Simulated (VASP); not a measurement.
Wanted: an ASE script for a VASP 6.6.1 run.

```
Task                   : single point
Functional             : LDA
Potentials or basis    : VASP PAW LDA potentials, release 64 (K_sv)
Cutoff                 : 520 eV
k mesh                 : 7 × 7 × 7
Occupations            : methfessel-paxton, width 0.1 eV
Spin                   : no spin polarisation
Further INCAR settings : ALGO = Normal; EDIFF = 1.00e-06
```

The structure of K lies in K.cif:

```cif
data_K
_cell_length_a 4.89512871
_cell_length_b 4.89512871
_cell_length_c 4.89512871
_cell_angle_alpha 109.47122063
_cell_angle_beta 109.47122063
_cell_angle_gamma 109.47122063
_space_group_name_H-M_alt 'P1'
_space_group_name_Hall 'P 1'
_space_group_IT_number 1
loop_
_space_group_symop_operation_xyz
'x,y,z'
loop_
_atom_site_label
_atom_site_type_symbol
_atom_site_symmetry_multiplicity
_atom_site_Wyckoff_symbol
_atom_site_fract_x
_atom_site_fract_y
_atom_site_fract_z
_atom_site_occupancy
K1 K 1 a 0.0000000000 0.0000000000 0.0000000000 1
```

The cell isn't the ideal one: volume scaled by 1.15.

These files were run (other wordings do the same):

run.py

```python
from ase.calculators.vasp import Vasp
from ase.dft.bandgap import bandgap
from ase.io import read

atoms = read('K.cif')
calc = Vasp(
    directory='calc',
    xc='lda',
    pp='LDA',
    setups='recommended',
    prec='Accurate',
    encut=520,
    ediff=1e-06,
    ismear=1,
    sigma=0.1,
    lreal=False,
    lasph=True,
    nelm=80,
    algo='Normal',
    isif=2,
    lwave=False,
    lcharg=False,
    kpts=[7, 7, 7],
    gamma=True,
)
atoms.calc = calc

print('energy (eV):', atoms.get_potential_energy())
print('free energy (eV):', atoms.get_potential_energy(force_consistent=True))
print('forces (eV/A):')
print(atoms.get_forces())
print('stress (eV/A^3, Voigt):', atoms.get_stress())
print('Fermi level (eV):', calc.get_fermi_level())
gap, top, bottom = bandgap(calc)
print('band gap (eV):', gap, 'from (spin, k, band)', top, 'to', bottom)
```

Potentials or basis: VASP PAW LDA potentials, release 64 (K_sv).

Launch:

```sh
$ python run.py
```

It gave:

| Item | Value |
| --- | --- |
| Pressure | -0.8 GPa |
| Band gap on the k mesh | none (metal or under the smearing width) |

Run time: 31 s on 1 thread of AMD EPYC 7571, with other jobs on the host, peak memory 0.13 GiB.
